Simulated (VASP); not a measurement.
# Cu3Au (Pm-3m) in VASP: notebook

The runs below take Cu3Au through single point, relaxation of cell and atoms, with PBE.

Everything below comes from runs of VASP 6.6.1. Logs are shortened: lines on timing, memory, paths and dates and some standing lists are left out, and cuts for length are marked.

## Step 1: The structure

Symmetry: Pm-3m, No. 221, cubic system. The conventional cell has a = 3.780 Å, b = 3.780 Å, c = 3.780 Å, α = 90.00°, β = 90.00°, γ = 90.00°. Au (site symmetry m-3m) is surrounded by 12 Cu at 2.67 Å. Cu (site symmetry 4/mmm) is surrounded by 4 Au at 2.67 Å and 8 Cu at 2.67 Å.

The cell was built by a generator and needn't be a form met in nature.

## Step 2: Single point, PBE

INCAR reads:

```
SYSTEM = Cu3Au
  PREC = Accurate
  ENCUT = 520
  EDIFF = 1E-6
  ISMEAR = 1
  SIGMA = 0.2077
  LREAL = .FALSE.
  LASPH = .TRUE.
  NELM = 100
  ALGO = Fast
  ISIF = 2
  LWAVE = .FALSE.
  LCHARG = .FALSE.
  GGA = PE
  NBANDS = 30
```

KPOINTS reads:

```
Automatic mesh
0
G
  9 9 9
  0 0 0
```

POSCAR reads:

```
Cu3Au
1.0
    3.7804434484      0.0000000000      0.0000000000
    0.0000000000      3.7804434484      0.0000000000
    0.0000000000      0.0000000000      3.7804434484
Au Cu
1 3
Direct
    0.0000000000      0.0000000000      0.0000000000
    0.0000000000      0.5000000000      0.5000000000
    0.5000000000      0.0000000000      0.5000000000
    0.5000000000      0.5000000000      0.0000000000
```

Potentials or basis: VASP PAW PBE potentials, release 64 (Au, Cu).

Run with:

```console
> cat potpaw_PBE.64/Au/POTCAR potpaw_PBE.64/Cu/POTCAR > POTCAR
> mpirun -np 1 vasp_std > vasp.out
```

OUTCAR:

```text
SYSTEM = Cu3Au
   PREC = Accurate
   ENCUT = 520
   EDIFF = 1E-6
   ISMEAR = 1
   LREAL = .FALSE.
   LASPH = .TRUE.
   NELM = 100
   ISIF = 2
   GGA = PE

 ion  position               nearest neighbor table
   1  0.000  0.000  0.000-   2 2.67   3 2.67   4 2.67   2 2.67   3 2.67   2 2.67   4 2.67   2 2.67
                             3 2.67   4 2.67   3 2.67   4 2.67
   2  0.000  0.500  0.500-   1 2.67   3 2.67   4 2.67   1 2.67   4 2.67   1 2.67   3 2.67   1 2.67
                             3 2.67   4 2.67   4 2.67   3 2.67
   3  0.500  0.000  0.500-   1 2.67   2 2.67   4 2.67   1 2.67   4 2.67   2 2.67   4 2.67   4 2.67
                             1 2.67   2 2.67   1 2.67   2 2.67
   4  0.500  0.500  0.000-   1 2.67   2 2.67   3 2.67   2 2.67   3 2.67   1 2.67   3 2.67   3 2.67
                             1 2.67   2 2.67   2 2.67   1 2.67

  LATTYP: Found a simple cubic cell.
 ALAT       =     3.7804434484

  Lattice vectors:

 A1 = (   3.7804434484,   0.0000000000,   0.0000000000)
 A2 = (   0.0000000000,   3.7804434484,   0.0000000000)
 A3 = (   0.0000000000,   0.0000000000,   3.7804434484)

Analysis of symmetry for initial positions (statically):
=====================================================================
 Subroutine PRICEL returns:
 Original cell was already a primitive cell.

 Routine SETGRP: Setting up the symmetry group for a
 simple cubic supercell.

 Subroutine GETGRP returns: Found 48 space group operations
 (whereof 48 operations were pure point group operations)
 out of a pool of 48 trial point group operations.

The static configuration has the point symmetry O_h .

Analysis of symmetry for dynamics (positions and initial velocities):
=====================================================================
 Subroutine PRICEL returns:
 Original cell was already a primitive cell.

 Routine SETGRP: Setting up the symmetry group for a
 simple cubic supercell.

 Subroutine GETGRP returns: Found 48 space group operations
 (whereof 48 operations were pure point group operations)
 out of a pool of 48 trial point group operations.

The dynamic configuration has the point symmetry O_h .

 Subroutine INISYM returns: Found 48 space group operations
 (whereof 48 operations are pure point group operations),
 and found     1 'primitive' translations

----------------------------------------------------------------------------------------

                                     Primitive cell

  volume of cell :      54.0292

  direct lattice vectors                    reciprocal lattice vectors
     3.780443448  0.000000000  0.000000000     0.264519233  0.000000000  0.000000000
     0.000000000  3.780443448  0.000000000     0.000000000  0.264519233  0.000000000
     0.000000000  0.000000000  3.780443448     0.000000000  0.000000000  0.264519233

  length of vectors
     3.780443448  3.780443448  3.780443448     0.264519233  0.264519233  0.264519233

  position of ions in fractional coordinates (direct lattice)
     0.000000000  0.000000000  0.000000000
     0.000000000  0.500000000  0.500000000
     0.500000000  0.000000000  0.500000000
     0.500000000  0.500000000  0.000000000

  ion indices of the primitive-cell ions
   primitive index   ion index
                 1           1
                 2           2
                 3           3
                 4           4

----------------------------------------------------------------------------------------

 KPOINTS: Automatic mesh

Automatic generation of k-mesh.
 Grid dimensions read from file:
 generate k-points for:    9    9    9

 Generating k-lattice:

  Cartesian coordinates                     Fractional coordinates (reciprocal lattice)
     0.029391026  0.000000000  0.000000000     0.111111111  0.000000000  0.000000000
     0.000000000  0.029391026  0.000000000     0.000000000  0.111111111  0.000000000
     0.000000000  0.000000000  0.029391026     0.000000000  0.000000000  0.111111111

  Length of vectors
     0.029391026  0.029391026  0.029391026

  Shift w.r.t. Gamma in fractional coordinates (k-lattice)
     0.000000000  0.000000000  0.000000000

 Subroutine IBZKPT returns following result:
 ===========================================

 Found     35 irreducible k-points:

 Following reciprocal coordinates:
            Coordinates               Weight
  0.000000  0.000000  0.000000      1.000000
  0.111111  0.000000  0.000000      6.000000
  0.222222  0.000000  0.000000      6.000000
  0.333333  0.000000  0.000000      6.000000
  0.444444  0.000000  0.000000      6.000000
  0.111111  0.111111  0.000000     12.000000
[... 16 lines left out ...]
  0.333333  0.333333  0.111111     24.000000
  0.444444  0.333333  0.111111     48.000000
 [... further k-points ...]
   k-points           NKPTS =     35   k-points in BZ     NKDIM =     35   number of bands    NBANDS=     30
   number of dos      NEDOS =    301   number of ions     NIONS =      4
   total plane-waves  NPLWV =  21952
   dimension x,y,z NGX =    28 NGY =   28 NGZ =   28
   dimension x,y,z NGXF=    56 NGYF=   56 NGZF=   56
   ions per type =               1   3
   NGX,Y,Z   is equivalent  to a cutoff of  12.31, 12.31, 12.31 a.u.
   NGXF,Y,Z  is equivalent  to a cutoff of  24.63, 24.63, 24.63 a.u.
 SYSTEM =  Cu3Au
   PREC   = accura    normal or accurate (medium, high low for compatibility)
   ISTART =      0    job   : 0-new  1-cont  2-samecut
   ICHARG =      2    charge: 1-file 2-atom 10-const
   ISPIN  =      1    spin polarized calculation?
   LNONCOLLINEAR =      F non collinear calculations
   LSORBIT =      F    spin-orbit coupling
   LASPH  =      T    aspherical Exc in radial PAW
   ENCUT  =  520.0 eV  38.22 Ry    6.18 a.u.   7.03  7.03  7.03*2*pi/ulx,y,z
   NELM   =    100;   NELMIN=  2; NELMDL= -5     # of ELM steps
   EDIFF  = 0.1E-05   stopping-criterion for ELM
   LREAL  =      F    real-space projection
   EDIFFG = 0.1E-04   stopping-criterion for IOM
   NSW    =      0    number of steps for IOM
   IBRION =     -1    ionic relax: 0-MD 1-quasi-New 2-CG
   NFREE  =      0    steps in history (QN), initial steepest desc. (CG)
   ISIF   =      2    stress and relaxation
   ISYM   =      2    0-nonsym 1-usesym 2-fastsym
   POTIM  = 0.5000    time-step for ionic-motion
   TEBEG  =    0.0;   TEEND  =   0.0 temperature during run
   PSTRESS=    0.0 pullay stress
   NELECT =      44.0000    total number of electrons
   NUPDOWN=      -1.0000    fix difference up-down
   EMIN   =  10.00;   EMAX   =-10.00  energy-range for DOS
   EFERMI =   0.00;   METHOD = LEGACY
   ISMEAR =     1;   SIGMA  =   0.21  broadening in eV -4-tet -1-fermi 0-gaus
   EFERMI_NEDOS =   21; number of points for ismear=-14 and -15
   IALGO  =     68    algorithm
   IMIX   =      4    mixing-type and parameters
     AMIX     =   0.40;   BMIX     =  1.00
     AMIX_MAG =   1.60;   BMIX_MAG =  1.00
  volume/ion in A,a.u.               =      13.51        91.15
  Fermi-wavevector in a.u.,A,eV,Ry     =   1.528796  2.889006 31.799786  2.337218
  Thomas-Fermi vector in A             =   2.636506
   LORBIT       =      0    0 simple, 1 ext, 2 COOP (PROOUT), +10 PAW based schemes
   GGA     = PE    functional components
   LHFCALC =     F    Hartree Fock is set to
   AEXX    =    0.0000 exact exchange contribution
   IVDW    =     0    specifies the selected vdW correction
   LEPSILON=     F    determine dielectric tensor
   LRPA    =     F    only Hartree local field effects (RPA)
 non-spin polarized calculation
 RMM-DIIS sequential band-by-band and
 Methfessel and Paxton  Order N= 1 SIGMA  =   0.21
  energy-cutoff  :      520.00
  volume of cell :       54.03
 maximum number of plane-waves:      1466
   NGX = 15   NGY = 15   NGZ = 15

 number of electron      43.9999968 magnetization

 Free energy of the ion-electron system (eV)
  ---------------------------------------------------
  ext. energy  EPLUGINS =         0.00000000
  ---------------------------------------------------
  free energy    TOTEN  =       -14.60050588 eV

  energy without entropy =      -14.60398774  energy(sigma->0) =      -14.60166650

 E-fermi :   7.8968     XC(G=0): -12.5481

 val. band max:        7.7555492190   @ k =   0.4444   0.4444   0.1111
 cond. band min:       7.9733753473   @ k =   0.3333   0.3333   0.0000
 fundamental gap:      0.2178261284
 Fermi energy:         7.8967532817

 k-point     1 :       0.0000    0.0000    0.0000
  band No.  band energies     occupation
      1      -1.4985      2.00000
      2       1.7191      2.00000
      3       1.7191      2.00000
      4       2.5120      2.00000
      5       2.5120      2.00000
      6       2.5120      2.00000
[... 22 lines left out ...]
     29      18.8374      0.00000
     30      18.8374      0.00000

 k-point     2 :       0.1111    0.0000    0.0000
  band No.  band energies     occupation
      1      -1.3529      2.00000
      2       1.7726      2.00000
      3       1.7875      2.00000
      4       2.5406      2.00000
      5       2.5458      2.00000
      6       2.5458      2.00000
[... 22 lines left out ...]
     29      18.6948      0.00000
     30      18.6948      0.00000

 k-point     3 :       0.2222    0.0000    0.0000
  band No.  band energies     occupation
      1      -0.9278      2.00000
      2       1.9153      2.00000
      3       1.9514      2.00000
      4       2.6176      2.00000
      5       2.6415      2.00000
      6       2.6415      2.00000
[... 22 lines left out ...]
     29      17.8668      0.00000
     30      18.0636      0.00000

 k-point     4 :       0.3333    0.0000    0.0000
  band No.  band energies     occupation
      1      -0.2717      2.00000
      2       2.0482      2.00000
      3       2.0936      2.00000
      4       2.7145      2.00000
      5       2.7753      2.00000
      6       2.7753      2.00000
[... 616 lines left out ...]
     29      18.6666      0.00000
     30      19.6115      0.00000

 k-point    23 :       0.3333    0.3333    0.1111
  band No.  band energies     occupation
      1       0.9080      2.00000
      2       2.1289      2.00000
      3       2.5189      2.00000
      4       2.7646      2.00000
      5       3.0265      2.00000
      6       3.0569      2.00000
[... 22 lines left out ...]
     29      19.5841      0.00000
     30      20.0111      0.00000

 k-point    24 :       0.4444    0.3333    0.1111
  band No.  band energies     occupation
      1       1.4946      2.00000
      2       1.9314      2.00000
      3       2.5735      2.00000
      4       2.7394      2.00000
      5       3.0207      2.00000
      6       3.4853      2.00000
[... 22 lines left out ...]
     29      18.5692      0.00000
     30      19.2493      0.00000

 [... further k-points ...]
[... 5 lines left out ...]
  --------------------------------------------------------------------------------------
  -------------------------------------------------------------------------------------
  Total        0.1168848      0.1168848      0.1168848      0.0000000     -0.0000000      0.0000000
  in kB        3.4660958      3.4660958      3.4660958      0.0000000     -0.0000000      0.0000000
  external PRESSURE =       3.4660958 kB  Pullay stress =       0.0000000 kB

 VOLUME and BASIS-vectors are now :
 -----------------------------------------------------------------------------
  energy-cutoff  :      520.00
  volume of cell :       54.03
      direct lattice vectors                 reciprocal lattice vectors
     3.780443448  0.000000000  0.000000000     0.264519233  0.000000000  0.000000000
     0.000000000  3.780443448  0.000000000     0.000000000  0.264519233  0.000000000
     0.000000000  0.000000000  3.780443448     0.000000000  0.000000000  0.264519233

 POSITION                                       TOTAL-FORCE (eV/Angst)
 -----------------------------------------------------------------------------------
      0.00000      0.00000      0.00000         0.000000      0.000000      0.000000
      0.00000      1.89022      1.89022         0.000000      0.000000      0.000000
      1.89022      0.00000      1.89022         0.000000      0.000000      0.000000
      1.89022      1.89022      0.00000         0.000000      0.000000      0.000000
 -----------------------------------------------------------------------------------
    total drift:                                0.000000      0.000000      0.000000

  FREE ENERGIE OF THE ION-ELECTRON SYSTEM (eV)
  ---------------------------------------------------
  free  energy   TOTEN  =       -14.6005058755 eV

  energy  without entropy=      -14.6039877429  energy(sigma->0) =      -14.60166650
```

Run time: 37 s. Hardware: 1 thread of Intel Xeon Platinum 8559C (Emerald Rapids), shared host; peak memory 0.18 GiB.

Results:

- Free energy: -14.6005 eV
- Pressure: 0.3 GPa
- Band gap on the k mesh: none (metal or under the smearing width)

The run has no spin-orbit coupling, so splittings on Au are missing.

## Step 3: Relaxation of cell and atoms, PBE

This run uses another cell than the first one, of 13.30 Å³/atom, 0.985 times its volume.

INCAR reads:

```
SYSTEM = Cu3Au
ALGO = Normal
EDIFF = 1E-7
EDIFFG = -0.01
ENCUT = 600
GGA = PE
IBRION = 2
ISIF = 3
ISMEAR = 1
LASPH = .TRUE.
LCHARG = .FALSE.
LREAL = .FALSE.
LWAVE = .FALSE.
NELM = 100
NSW = 60
PREC = Accurate
SIGMA = 0.2077
```

KPOINTS reads:

```
k-points
0
G
  9 9 9
  0 0 0
```

POSCAR reads:

```
Cu3Au
1.0
    3.7614020000      0.0000000000      0.0000000000
    0.0000000000      3.7614020000      0.0000000000
    0.0000000000      0.0000000000      3.7614020000
Au Cu
1 3
Direct
    0.0000000000      0.0000000000      0.0000000000
    0.0000000000      0.5000000000      0.5000000000
    0.5000000000      0.0000000000      0.5000000000
    0.5000000000      0.5000000000      0.0000000000
```

Potentials or basis: VASP PAW PBE potentials, release 64 (Au, Cu).

Run with:

```console
> cat potpaw_PBE.64/Au/POTCAR potpaw_PBE.64/Cu/POTCAR > POTCAR
> mpirun -np 1 vasp_std > vasp.out
```

It took 77 s on 1 thread of Intel Xeon Platinum 8559C (Emerald Rapids), shared host; peak memory 0.2 GiB.

It converged, with:

```
Free energy                            : -14.6005 eV
Relaxed volume                         : 13.53 Å³/atom
Relaxed cell                           : a = 3.783 Å, b = 3.783 Å, c = 3.783 Å, α = 90.00°, β = 90.00°, γ = 90.00°
Space group after relaxing (to 0.05 Å) : Pm-3m (No. 221)
Energy gained by relaxing              : 1.8 meV/atom
Ionic steps                            : 3
Pressure after relaxing                : 0.0 GPa
Band gap on the k mesh                 : none (metal or under the smearing width)
```

The path:
```tsv
step	energy change (eV)	largest force (eV/Å)	pressure (GPa)	volume (Å³)
1	0.0000	0.0000	2.65	53.22
2	-0.0024	0.0000	-1.94	54.93
3	-0.0073	0.0000	0.04	54.14
```

Final structure:
```xyz
4
Lattice="3.7829 0.0000 0.0000 0.0000 3.7829 0.0000 0.0000 0.0000 3.7829" Properties=species:S:1:pos:R:3 pbc="T T T"
Au    0.0000    0.0000    0.0000
Cu    0.0000    1.8915    1.8915
Cu    1.8915    0.0000    1.8915
Cu    1.8915    1.8915    0.0000
```

Levels at points of the mesh, in eV from the Fermi level:
```
           k point  band 18  band 19  band 20  band 21  band 22  band 23  band 24  band 25  band 26
(0.00, 0.00, 0.00)    -1.48    -1.36    -1.36    -1.36     1.33     1.33     1.33     5.82     7.33
```

Spin-orbit coupling is left out, which matters for the levels of Au.
